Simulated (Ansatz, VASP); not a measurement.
## Two plane-wave programs on GaCo

```
Ga Co
1.0
     2.73895    0.00000    0.00000
     0.00000    2.73895    0.00000
     0.00000    0.00000    2.73895
Ga Co
1 1
Direct
  0.50000 0.50000 0.50000
  0.00000 0.00000 0.00000
```

Change from the starting cell: strain -0.050 along x and y, -0.050 along z, atoms carried along.

Alike in both runs: task single point; functional PBEsol; k mesh 16 × 16 × 16; occupations gaussian, width 0.15 eV; no spin polarisation.

|  | VASP | Ansatz |
| --- | --- | --- |
| version | VASP 6.6.1 | Ansatz 0.2.0 |
| potentials or method | VASP PAW PBE potentials, release 64 (Ga_d, Co) | scalar-relativistic, plane waves, PAW |
| plane-wave cutoff (eV) | 520 | 420 |
| valence electrons in the cell | 22 | 30 |

Ansatz gave:

```
gap on the k mesh at the Fermi level (eV) : none
pressure (GPa)                            : 28.1
```

Task: Which values does VASP return?

Result: gap on the k mesh at the Fermi level (eV): none; pressure (GPa): 28.4.

A gap of «none» marks a metal or a gap that the smearing closes. The two sets of potentials don't hold the same shells in valence.

Caveats: so large a pressure means that the cell lies far from this level's equilibrium, or that cutoff or potentials fall short (VASP); the potentials were made for another functional, which shifts forces and pressure (VASP). Spin polarisation is off, so any magnetic state and its effect on volume and gap are missing.
